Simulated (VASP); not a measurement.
Input of a VASP 6.6.1 run:

Contents of INCAR:

```
SYSTEM = NiO
  ALGO = Normal
  EDIFF = 1E-6
  ENCUT = 520
  GGA = PE
  ISIF = 2
  ISMEAR = 0
  ISPIN = 2
  LASPH = .True.
  LCHARG = .False.
  LDAU = .True.
  LDAUJ = 0 0
  LDAUL = 2 -1
  LDAUPRINT = 1
  LDAUTYPE = 2
  LDAUU = 7 0
  LMAXMIX = 4
  LORBIT = 11
  LREAL = .False.
  LWAVE = .False.
  MAGMOM = 1 0
  NBANDS = 19
  NELM = 100
  NUPDOWN = 1
  PREC = Accurate
  SIGMA = 0.05
```

Contents of KPOINTS:

```
k-points
0
Gamma
  8 8 8
  0 0 0
```

File POSCAR:

```
NiO
1.0
    0.0000000000      2.0913095100      2.0913095100
    2.0913095100      0.0000000000      2.0913095100
    2.0913095100      2.0913095100      0.0000000000
Ni O
1 1
Direct
    0.0000000000      0.0000000000      0.0000000000
    0.5000000000      0.5000000000      0.5000000000
```

Potentials or basis: VASP PAW PBE potentials, release 64 (Ni, O).

Launch:

```console
$ cat potpaw_PBE.64/Ni/POTCAR potpaw_PBE.64/O/POTCAR > POTCAR
$ mpirun -np 1 vasp_std > vasp.out
```

Task: Predict the pressure.

Result: -5.7 GPa.

Eigenvalues of the final occupation matrices:
```csv
site,spin,trace,eigenvalues
site 1 d,1,4.81,0.93 0.93 0.98 0.98 0.98
site 1 d,2,3.68,0.37 0.37 0.98 0.98 0.98
```

Caveat: the total moment is fixed, so each spin has its own Fermi level; a cell with one magnetic atom can't hold antiferromagnetic order, which such compounds often take. The state reached can hang on the start; a lower one may exist.
